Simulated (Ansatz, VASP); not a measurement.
# One calculation of Ni, two programs

The input INCAR:

```
SYSTEM = Ni
ALGO     = Fast           ! electronic algorithm
EDIFF    = 1E-6           ! SCF threshold, eV
ENCUT    = 520            ! plane-wave cutoff, eV
ISIF     = 2              ! what is computed and relaxed
ISMEAR   = -1             ! smearing method
ISPIN    = 2              ! spin polarisation
LASPH    = .True.         ! aspherical terms in the spheres
LCHARG   = .False.        ! write CHGCAR
LMAXMIX  = 4              ! l up to which the mixer works
LORBIT   = 11             ! projections on sites
LREAL    = .False.        ! projectors in reciprocal space
LWAVE    = .False.        ! write WAVECAR
MAGMOM   = 1              ! initial moments
NBANDS   = 15             ! bands
NELM     = 150            ! most SCF steps
PREC     = Accurate       ! precision mode
SIGMA    = 0.05           ! smearing width, eV
```

Contents of KPOINTS:

```
k-points
0
Gamma
  13 13 13
  0 0 0
```

File POSCAR:

```
Ni
1.0
    0.0000000000      1.7021023080      1.7021023080
    1.7021023080      0.0000000000      1.7021023080
    1.7021023080      1.7021023080      0.0000000000
Ni
1
Direct
    0.0000000000      0.0000000000      0.0000000000
```

File input.yaml:

```yaml
crystal:
  lattice:
    - [0.0, 1.702102308, 1.702102308]
    - [1.702102308, 0.0, 1.702102308]
    - [1.702102308, 1.702102308, 0.0]
  atoms:
    - { symbol: Ni, position: [0.0, 0.0, 0.0], spin: 1.0 }
kpoints:
  mp_grid: { grid: [13, 13, 13] }
scf:
  occupations: { method: fermi_dirac, width: 0.05 }
hamiltonian:
  xc: lda
  pseudopotentials: { kind: all_electron, lapw: { basis_error: 0.001 } }
magnetization:
  spin_polarized: true
output:
  forces: true
  stress: true
  eigenvalues: true
```

Change from the starting cell: volume scaled by 0.94.

Alike in both runs: task single point; functional LDA; k mesh 13 × 13 × 13; occupations fermi-dirac, width 0.05 eV; collinear spin.

|  | VASP | Ansatz |
| --- | --- | --- |
| version | VASP 6.6.1 | Ansatz 0.2.0 |
| potentials or method | VASP PAW LDA potentials, release 64 (Ni) | all-electron LAPW, scalar-relativistic |
| plane-wave cutoff (eV) | 520 | see its input |

VASP gave:

| Quantity | Value |
| --- | --- |
| gap on the k mesh at the Fermi level (eV) | none |
| pressure (GPa) | 4.5 |
| net moment per atom (μB) | 0.61 |
| size of the moment on the site where the two differ most (μB) | 0.61 |

**Question.** Which values does Ansatz return?

**Answer.** gap on the k mesh at the Fermi level (eV): none; pressure (GPa): 4.6; net moment per atom (μB): 0.62; size of the moment on the site where the two differ most (μB): 0.64.

Site moments also hang on the region over which each program counts them. A gap of «none» marks a metal or a gap that the smearing closes. Ansatz ran all-electron here, so the differences hold the error of VASP's frozen core and of both bases.
